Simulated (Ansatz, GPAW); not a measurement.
This is a calculation of Sb (Antimony) for GPAW 26.7.0 (ASE script). 

Contents of run.py:

```python
from ase.dft.bandgap import bandgap
from ase.io import read, write
from ase.units import GPa
from gpaw import GPAW, PW

atoms = read('POSCAR')

calc = GPAW(mode=PW(600),
            xc='PBE',
            kpts={'size': (8, 8, 8), 'gamma': True},
            occupations={'name': 'methfessel-paxton', 'order': 0, 'width': 0.022},
            nbands=25,
            convergence={'density': 1e-05, 'energy': 1e-05},
            maxiter=150,
            txt='gpaw.txt')
atoms.calc = calc
energy = atoms.get_potential_energy()
forces = atoms.get_forces()
stress = atoms.get_stress()
calc.write('gs.gpw')
write('result.traj', atoms)
print(f'Energy: {energy:.6f} eV')
print('Forces (eV/A):')
print(forces.round(4))
print('Stress (GPa):', (stress / GPa).round(3))
print('Fermi level:', round(calc.get_fermi_level(), 4), 'eV')
print(f'Gap: {bandgap(calc)[0]:.4f} eV, direct: {bandgap(calc, direct=True)[0]:.4f} eV')
```

The input POSCAR:

```
Sb
1.0
    2.1542000000      1.2437279499      3.7580000000
   -2.1542000000      1.2437279499      3.7580000000
    0.0000000000     -2.4874558998      3.7580000000
Sb
2
Direct
    0.7665100000      0.7665100000      0.7665100000
    0.2334900000      0.2334900000      0.2334900000
```

Potentials or basis: GPAW PAW data sets (gpaw-data 1.2.1), pw.

Run with:

```console
$ OMP_NUM_THREADS=1 python run.py
```

Q: Translate it to Ansatz 0.2.0. Potentials or basis there: Ansatz PAW, cutoff 420 eV.

A: As run (cutoffs and basis follow the program's own potentials, and thresholds, step limits or extra output files can differ):

The input input.yaml:

```yaml
crystal:
  lattice:
    - [2.1542, 1.2437279499, 3.758]
    - [-2.1542, 1.2437279499, 3.758]
    - [0.0, -2.4874558998, 3.758]
  atoms:
    - { symbol: Sb, position: [0.76651, 0.76651, 0.76651] }
    - { symbol: Sb, position: [0.23349, 0.23349, 0.23349] }
hamiltonian:
  xc: pbe
  pseudopotentials: { kind: paw }
kpoints:
  mp_grid: { grid: [8, 8, 8] }
scf:
  occupations: { method: gaussian, width: 0.022 }
output:
  forces: true
  stress: true
  eigenvalues: true
```

Potentials or basis: Ansatz PAW.

Run with:

```console
$ ansatz run input.yaml --threads 2 --pin off --max-ram 5632MiB --backend cpu --events-out ev --progress --plain --runs-dir out
```

Both were run:

|  | GPAW | Ansatz |
| --- | --- | --- |
| Pressure | 2.4 GPa | 2.7 GPa |
| Largest force | 0.125 eV/Å | 0.142 eV/Å |

Ansatz's pressure holds a Pulay term of +0.03 GPa for its cutoff of 420 eV, which the other run lacks.

Where Ansatz's input types no cutoff or centring, it takes its own default and a Γ-centred mesh.

Pressure is positive in compression.
